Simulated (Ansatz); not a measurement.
Stackings of close-packed layers of Fe (one atom a layer), each relaxed to a stress under 0.05 GPa; h and k mark layers whose two neighbours have the same or different letters; energies count from the stacking AB (P6_3/mmc).

Method: Ansatz 0.2.0, DFT PBE, scalar-relativistic, plane waves, PAW.

Plane waves to 420 eV, a k mesh through Γ of 21×21×4 on the computed 7-atom cell and Gaussian smearing (0.10 eV); no spin polarisation.

Start (ABABCBC (khhkhhk)):

```xyz
7
Lattice="2.4606 0.0000 0.0000 -1.2303 2.1310 0.0000 0.0000 0.0000 13.6147" Properties=species:S:1:pos:R:3 pbc="T T T"
Fe    0.0000    0.0000    0.0000
Fe    0.0000    1.4206    1.9450
Fe    0.0000    0.0000    3.8899
Fe    0.0000    1.4206    5.8349
Fe    1.2303    0.7103    7.7798
Fe    0.0000    1.4206    9.7248
Fe    1.2303    0.7103   11.6697
```

Problem. Relax it.

Solution. The free energy falls by 6 meV/atom.

```
excess energy (meV/atom)   : 33.8
spacing of like layers (Å) : 1.963
a (Å)                      : 2.453
gap on the mesh (eV)       : 0
```

Relaxed structure:
```xyz
7
Lattice="2.4531 0.0000 0.0000 -1.2266 2.1244 0.0000 0.0000 0.0000 13.7392" Properties=species:S:1:pos:R:3 pbc="T T T"
Fe    0.0000    0.0000    0.0325
Fe    0.0000    1.4163    1.9869
Fe    0.0000    0.0000    3.9044
Fe    0.0000    1.4163    5.8882
Fe    1.2266    0.7081    7.8721
Fe    0.0000    1.4163    9.7896
Fe    1.2266    0.7081   11.7440
```

Spin polarisation was left out, and a magnetic state may lie lower.

Small energy differences in metals hang on the k mesh (about 10 mJ/m² or 1 to 2 meV/atom on the mesh of the relaxation).

The run took 2.4 min on 2 threads of Arm Neoverse V2, with other jobs on the host, peak memory 0.87 GiB.

The reference crystal is a form of Fe, which isn't its usual structure.